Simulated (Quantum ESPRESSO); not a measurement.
# Ag (Fm-3m) in Quantum ESPRESSO: notebook, part 2 of 2

Quantum ESPRESSO 7.5. The steps go on from the part before.

**3. Single point, LDA**

Input file scf.in:

```
&CONTROL
  calculation = 'scf'
  prefix = 'pwscf'
  outdir = './tmp'
  pseudo_dir = './pseudo'
/
&SYSTEM
  ibrav = 0
  nat = 1
  ntyp = 1
  ecutwfc = 60
  ecutrho = 241
  nbnd = 16
  occupations = 'smearing'
  smearing = 'fd'
  degauss = 0.00367493
  force_symmorphic = .true.
/
&ELECTRONS
  conv_thr = 2d-10
  electron_maxstep = 120
  mixing_beta = 0.5
/
ATOMIC_SPECIES
Ag   107.8682 Ag.upf
CELL_PARAMETERS angstrom
   0.0000000000    2.0427500000    2.0427500000
   2.0427500000    0.0000000000    2.0427500000
   2.0427500000    2.0427500000    0.0000000000
ATOMIC_POSITIONS crystal
Ag     0.0000000000    0.0000000000    0.0000000000
K_POINTS automatic
12 12 12 0 0 0
```

Input file nscf.in:

```
&CONTROL
  calculation = 'nscf'
  prefix = 'pwscf'
  outdir = './tmp'
  pseudo_dir = './pseudo'
/
&SYSTEM
  ibrav = 0
  nat = 1
  ntyp = 1
  ecutwfc = 60
  ecutrho = 241
  nbnd = 70
  occupations = 'smearing'
  smearing = 'fd'
  degauss = 0.00367493
  force_symmorphic = .true.
/
&ELECTRONS
  conv_thr = 1d-08
  diago_full_acc = .true.
  diago_thr_init = 1d-06
/
ATOMIC_SPECIES
Ag   107.8682 Ag.upf
CELL_PARAMETERS angstrom
   0.0000000000    2.0427500000    2.0427500000
   2.0427500000    0.0000000000    2.0427500000
   2.0427500000    2.0427500000    0.0000000000
ATOMIC_POSITIONS crystal
Ag     0.0000000000    0.0000000000    0.0000000000
K_POINTS automatic
4 4 4 0 0 0
```

Potentials or basis: PseudoDojo 0.4.1 SR LDA standard.

Launch:

```sh
OMP_NUM_THREADS=1 pw.x -in scf.in > scf.out
OMP_NUM_THREADS=1 pw.x -in nscf.in > nscf.out
```

scf.out:

```text
This program is part of the open-source Quantum ESPRESSO suite
     for quantum simulation of materials; please cite
[... 9 lines left out ...]
     --------------------
     sticks:   dense  smooth     PW     G-vecs:    dense   smooth      PW
     Sum         499     499    163                 7343     7239    1363

     Using Slab Decomposition

     bravais-lattice index     =            0
     lattice parameter (alat)  =       5.4592  a.u.
     unit-cell volume          =     115.0462 (a.u.)^3
     number of atoms/cell      =            1
     number of atomic types    =            1
     number of electrons       =        19.00
     number of Kohn-Sham states=           16
     kinetic-energy cutoff     =      60.0000  Ry
     charge density cutoff     =     241.0000  Ry
     scf convergence threshold =      2.0E-10
     mixing beta               =       0.5000
     number of iterations used =            8  plain     mixing
     Exchange-correlation= SLA  PW   NOGX NOGC
                           (   1   4   0   0   0   0   0)

     celldm(1)=   5.459201  celldm(2)=   0.000000  celldm(3)=   0.000000
     celldm(4)=   0.000000  celldm(5)=   0.000000  celldm(6)=   0.000000

     crystal axes: (cart. coord. in units of alat)
               a(1) = (   0.000000   0.707107   0.707107 )
               a(2) = (   0.707107   0.000000   0.707107 )
               a(3) = (   0.707107   0.707107   0.000000 )

     reciprocal axes: (cart. coord. in units 2 pi/alat)
               b(1) = ( -0.707107  0.707107  0.707107 )
               b(2) = (  0.707107 -0.707107  0.707107 )
               b(3) = (  0.707107  0.707107 -0.707107 )

     PseudoPot. # 1 for Ag read from file:
     Ag.upf
     Pseudo is Norm-conserving + core correction, Zval = 19.0
     Generated using ONCVPSP code by D. R. Hamann
     Using radial grid of 1484 points,  6 beta functions with:
                l(1) =   0
                l(2) =   0
                l(3) =   1
                l(4) =   1
                l(5) =   2
                l(6) =   2

     atomic species   valence    mass     pseudopotential
     Ag               19.00   107.86820     Ag( 1.00)

     48 Sym. Ops., with inversion, found

   Cartesian axes

     site n.     atom                  positions (alat units)
         1        Ag     tau(   1) = (   0.0000000   0.0000000   0.0000000  )

     number of k points=    72  Fermi-Dirac smearing, width (Ry)=  0.0037
                       cart. coord. in units 2pi/alat
        k(    1) = (   0.0000000   0.0000000   0.0000000), wk =   0.0011574
        k(    2) = (   0.0589256   0.0589256  -0.0589256), wk =   0.0092593
        k(    3) = (   0.1178511   0.1178511  -0.1178511), wk =   0.0092593
        k(    4) = (   0.1767767   0.1767767  -0.1767767), wk =   0.0092593
        k(    5) = (   0.2357023   0.2357023  -0.2357023), wk =   0.0092593
        k(    6) = (   0.2946278   0.2946278  -0.2946278), wk =   0.0092593
[... 64 lines left out ...]
        k(   71) = (  -0.7071068   0.2357023   0.0000000), wk =   0.0138889
        k(   72) = (  -0.7071068   0.3535534   0.0000000), wk =   0.0069444

     Dense  grid:     7343 G-vectors     FFT dimensions: (  27,  27,  27)

     Smooth grid:     7239 G-vectors     FFT dimensions: (  27,  27,  27)

     Initial potential from superposition of free atoms

     starting charge      18.9997, renormalised to      19.0000
     Starting wfcs are   10 randomized atomic wfcs +    6 random wfcs

     Self-consistent Calculation

     iteration #  1     ecut=    60.00 Ry     beta= 0.50
     Davidson diagonalization with overlap
     ethr =  1.00E-02,  avg # of iterations =  4.9

     Threshold (ethr) on eigenvalues was too large:
     Diagonalizing with lowered threshold

     Davidson diagonalization with overlap
     ethr =  4.11E-04,  avg # of iterations =  1.4

     total energy              =    -309.91810205 Ry
     estimated scf accuracy    <       0.07860945 Ry
[... 50 lines left out ...]
     iteration #  9     ecut=    60.00 Ry     beta= 0.50
     Davidson diagonalization with overlap
     ethr =  7.79E-12,  avg # of iterations =  1.0

     End of self-consistent calculation

          k = 0.0000 0.0000 0.0000 (   893 PWs)   bands (ev):

   -74.7616 -38.2378 -38.2378 -38.2378   9.1693  12.2772  12.2772  12.2772
    13.3489  13.3489  33.2409  36.6854  36.6854  36.6854  41.6123  42.3401

          k = 0.0589 0.0589-0.0589 (   914 PWs)   bands (ev):
[... 121 lines left out ...]
   -74.7481 -38.3477 -38.2854 -38.2558  11.3284  12.0912  12.4860  12.7663
    13.2440  15.1025  26.5722  29.4499  34.8389  36.7129  38.6863  41.3771

          k = 0.0000-0.2357 0.2357 (   905 PWs)   bands (ev):

   -74.7536 -38.3190 -38.2720 -38.2492  11.0283  11.8965  12.5249  12.8116
    12.9698  14.1636  29.6059  30.0212  36.2257  37.1430  38.7491  40.9659

          k = 0.3536 0.0000 0.0000 (   902 PWs)   bands (ev):

   -74.7509 -38.3175 -38.2700 -38.2700  11.0167  11.4738  13.1694  13.1694
    13.2358  13.7168  31.6123  31.6123  32.7018  33.7982  35.3287  44.4025

          k = 0.4125 0.0589-0.0589 (   899 PWs)   bands (ev):
[... 21 lines left out ...]
   -74.7406 -38.3661 -38.3221 -38.2715  11.4765  11.9977  12.4539  12.9955
    13.7029  18.2099  23.3308  26.4849  32.9122  33.8283  41.6663  42.7582

          k = 0.0000-0.3536 0.3536 (   907 PWs)   bands (ev):

   -74.7462 -38.3568 -38.3095 -38.2633  11.6890  11.9403  12.3280  12.9558
    13.3428  16.4826  26.2897  26.3166  34.2681  34.7490  39.9592  42.5361

          k = 0.4714 0.0000-0.0000 (   906 PWs)   bands (ev):
[... 31 lines left out ...]
   -74.7404 -38.3902 -38.3052 -38.2993  10.7193  10.8596  14.0100  14.0619
    14.3020  18.4627  24.3221  26.7259  27.9945  34.1660  35.4487  46.4261

          k = 0.0000-0.5893 0.5893 (   910 PWs)   bands (ev):

   -74.7399 -38.3832 -38.3193 -38.2959  10.8494  11.0927  13.5780  13.8358
    14.2301  19.9460  23.6811  24.6822  28.5946  34.0503  38.0124  45.4834

          k =-0.7071 0.0000 0.0000 (   934 PWs)   bands (ev):

   -74.7465 -38.3962 -38.3023 -38.3023  10.6137  10.7567  14.1156  14.3534
    14.3534  18.5513  23.7124  27.6157  27.6157  34.2014  34.2608  46.8320

          k = 0.2357 0.1179 0.0000 (   907 PWs)   bands (ev):

   -74.7579 -38.2931 -38.2588 -38.2490  10.4640  11.8955  12.5787  12.6962
    13.1033  13.6211  31.7081  31.8665  35.5979  36.2086  39.4005  41.1630

          k = 0.2946 0.1768-0.0589 (   906 PWs)   bands (ev):
[... 16 lines left out ...]
   -74.7428 -38.3930 -38.2846 -38.2694  10.9854  12.0433  12.5621  13.2487
    14.1086  18.0491  20.6978  31.2805  31.6728  34.6132  40.3296  42.2897

          k = 0.3536 0.1179 0.0000 (   895 PWs)   bands (ev):

   -74.7479 -38.3269 -38.2751 -38.2647  11.2064  11.5511  12.5829  13.1652
    13.4825  14.1430  29.9341  30.2210  33.1017  35.3126  37.1105  42.5862

          k = 0.4125 0.1768-0.0589 (   902 PWs)   bands (ev):
[... 21 lines left out ...]
   -74.7439 -38.3627 -38.3040 -38.2672  11.5186  12.0022  12.2378  13.0479
    13.6116  16.5875  24.9313  27.9017  32.2051  36.3668  39.2824  43.1444

          k = 0.0000-0.2357 0.3536 (   905 PWs)   bands (ev):

   -74.7487 -38.3441 -38.2898 -38.2598  11.6078  11.7446  12.2453  13.1817
    13.1839  15.1531  27.8870  28.2159  33.5590  37.6876  37.8831  41.9341

          k = 0.4714 0.1179-0.0000 (   902 PWs)   bands (ev):
[... 36 lines left out ...]
   -74.7397 -38.3664 -38.3363 -38.2924  11.1477  11.5136  12.8145  13.5151
    14.1670  21.4753  22.3777  24.1684  28.4309  35.2983  41.1425  43.0673

          k =-0.7071 0.1179-0.0000 (   912 PWs)   bands (ev):

   -74.7403 -38.3896 -38.3082 -38.3018  10.7699  10.9024  13.8525  13.9666
    14.3568  19.2991  23.7385  26.7877  26.8648  35.1044  35.7284  45.7624

          k =-0.2357-0.4714 0.7071 (   899 PWs)   bands (ev):
[... 21 lines left out ...]
   -74.7394 -38.3614 -38.3365 -38.2973  11.3576  11.6574  12.3854  13.4085
    14.2676  21.2474  22.9255  25.0413  26.4591  37.6843  40.5393  42.1566

          k = 0.0000-0.3536 0.5893 (   902 PWs)   bands (ev):

   -74.7393 -38.3544 -38.3434 -38.2926  11.4980  11.9535  12.0101  13.3384
    14.1620  20.6779  23.3958  24.6170  27.3805  37.9250  39.9746  43.5453

          k =-0.7071 0.2357 0.0000 (   904 PWs)   bands (ev):

   -74.7387 -38.3723 -38.3252 -38.3022  11.1420  11.3191  12.8938  13.5932
    14.3614  20.9512  23.8150  24.9907  25.7452  37.1688  38.8768  42.8863

          k =-0.7071 0.3536 0.0000 (   892 PWs)   bands (ev):

   -74.7355 -38.3484 -38.3484 -38.3023  11.3874  12.0003  12.0003  13.3473
    14.3682  22.9394  22.9394  23.8897  25.2604  39.8360  39.8360  41.4639

     the Fermi energy is    16.9498 ev

!    total energy              =    -309.94377766 Ry
     estimated scf accuracy    <          1.6E-10 Ry
     smearing contrib. (-TS)   =      -0.00021217 Ry
     internal energy E=F+TS    =    -309.94356549 Ry

     The total energy is F=E-TS. E is the sum of the following terms:
     one-electron contribution =    -120.18150125 Ry
     hartree contribution      =      70.65103193 Ry
     xc contribution           =     -46.03056440 Ry
     ewald contribution        =    -214.38253178 Ry

     convergence has been achieved in   9 iterations

=------------------------------------------------------------------------------=
   JOB DONE.
=------------------------------------------------------------------------------=
```

It took 16 s on 1 thread of Arm Neoverse V2, shared host; peak memory 0.05 GiB.

What came out:

- Band gap on the k mesh, mean-field level: none (metal or under the smearing width)

Caveat: the k mesh is coarse (spacing up to 0.67 Å⁻¹), so the values aren't converged.

**4. Single point, LDA**

Edit scf.in of step 3 so:

```diff
@@ -10,4 +10,3 @@
   ntyp = 1
-  ecutwfc = 60
-  ecutrho = 241
+  ecutwfc = 73
   nbnd = 16
```

Edit nscf.in of step 3 so:

```diff
@@ -10,4 +10,3 @@
   ntyp = 1
-  ecutwfc = 60
-  ecutrho = 241
+  ecutwfc = 73
   nbnd = 70
```

Launch:

```sh
OMP_NUM_THREADS=1 pw.x -in scf.in > scf.out
OMP_NUM_THREADS=1 pw.x -in nscf.in > nscf.out
```

Run time: 18 s. Hardware: 1 thread of Arm Neoverse V2, shared host; peak memory 0.05 GiB.

The run converged. Its results:

```
Band gap on the k mesh, mean-field level : none (metal or under the smearing width)
```

Levels at points of the mesh, in eV from the Fermi level:
| k point | band 6 | band 7 | band 8 | band 9 | band 10 | band 11 | band 12 | band 13 | band 14 | band 15 |
| --- | --- | --- | --- | --- | --- | --- | --- | --- | --- | --- |
| (0.00, 0.00, 0.00) | -5.58 | -5.58 | -5.58 | -4.52 | -4.52 | 15.38 | 18.83 | 18.83 | 18.83 | 23.75 |
| (0.00, 0.00, -0.50) | -5.59 | -5.59 | -3.71 | -3.71 | -1.28 | 2.72 | 14.60 | 16.98 | 16.98 | 21.90 |
| (0.00, -0.50, -0.50) | -7.09 | -3.74 | -3.50 | -3.50 | 0.70 | 5.85 | 9.76 | 9.76 | 16.34 | 16.40 |

Caveat: the k mesh is coarse (spacing up to 0.67 Å⁻¹), so the values aren't converged.

**5. Single point, LDA**

Edit scf.in of step 4 so:

```diff
@@ -10,3 +10,3 @@
   ntyp = 1
-  ecutwfc = 73
+  ecutwfc = 86
   nbnd = 16
```

Edit nscf.in of step 4 so:

```diff
@@ -10,3 +10,3 @@
   ntyp = 1
-  ecutwfc = 73
+  ecutwfc = 86
   nbnd = 70
```

Launch:

```sh
OMP_NUM_THREADS=1 pw.x -in scf.in > scf.out
OMP_NUM_THREADS=1 pw.x -in nscf.in > nscf.out
```

It took 30 s on 1 thread of Arm Neoverse V2, shared host; peak memory 0.06 GiB.

The run converged. Its results:

```yaml
Band_gap_on_the_k_mesh_mean-field_level: none (metal or under the smearing width)
```

Levels at points of the mesh, in eV from the Fermi level:
| k point | band 6 | band 7 | band 8 | band 9 | band 10 | band 11 | band 12 | band 13 | band 14 | band 15 |
| --- | --- | --- | --- | --- | --- | --- | --- | --- | --- | --- |
| (0.00, 0.00, 0.00) | -5.58 | -5.58 | -5.58 | -4.52 | -4.52 | 15.38 | 18.83 | 18.83 | 18.83 | 23.75 |
| (0.00, 0.00, -0.50) | -5.59 | -5.59 | -3.71 | -3.71 | -1.28 | 2.72 | 14.60 | 16.98 | 16.98 | 21.90 |
| (0.00, -0.50, -0.50) | -7.09 | -3.74 | -3.50 | -3.50 | 0.70 | 5.85 | 9.76 | 9.76 | 16.34 | 16.40 |

Caveat: the k mesh is coarse (spacing up to 0.67 Å⁻¹), so the values aren't converged.

**6. Single point, LDA**

Edit scf.in of step 5 so:

```diff
@@ -10,3 +10,4 @@
   ntyp = 1
-  ecutwfc = 86
+  ecutwfc = 103
+  ecutrho = 413
   nbnd = 16
```

Edit nscf.in of step 5 so:

```diff
@@ -10,3 +10,4 @@
   ntyp = 1
-  ecutwfc = 86
+  ecutwfc = 103
+  ecutrho = 413
   nbnd = 70
```

Potentials or basis: PseudoDojo 0.4.1 SR LDA standard.

Launch:

```sh
OMP_NUM_THREADS=1 pw.x -in scf.in > scf.out
OMP_NUM_THREADS=1 pw.x -in nscf.in > nscf.out
```

Wall time 32 s (1 thread of Arm Neoverse V2, shared host); peak memory 0.07 GiB.

Results (log left out):

| Quantity | Value |
| --- | --- |
| Band gap on the k mesh, mean-field level | none (metal or under the smearing width) |

Levels at points of the mesh, in eV from the Fermi level:
| k point | band 6 | band 7 | band 8 | band 9 | band 10 | band 11 | band 12 | band 13 | band 14 | band 15 |
| --- | --- | --- | --- | --- | --- | --- | --- | --- | --- | --- |
| (0.00, 0.00, 0.00) | -5.58 | -5.58 | -5.58 | -4.52 | -4.52 | 15.38 | 18.83 | 18.83 | 18.83 | 23.75 |
| (0.00, 0.00, -0.50) | -5.59 | -5.59 | -3.71 | -3.71 | -1.28 | 2.72 | 14.60 | 16.98 | 16.98 | 21.90 |
| (0.00, -0.50, -0.50) | -7.09 | -3.74 | -3.50 | -3.50 | 0.70 | 5.85 | 9.76 | 9.76 | 16.34 | 16.40 |

Caveat: the k mesh is coarse (spacing up to 0.67 Å⁻¹), so the values aren't converged.

**7. Summary**

```tsv
cutoff (eV)	gap on the mesh (eV)
639	none
816	none
993	none
1170	none
1401	none
```

Alike in all rows: task single point; level LDA; potentials or basis PseudoDojo 0.4.1 SR LDA standard; no spin polarisation; cell as given; k mesh 4 × 4 × 4; smearing fermi-dirac 0.05 eV; the mesh is coarse, so values aren't converged.

Caveats: all runs use coarse meshes.

Absolute energies hang on the potentials; compare differences alone.
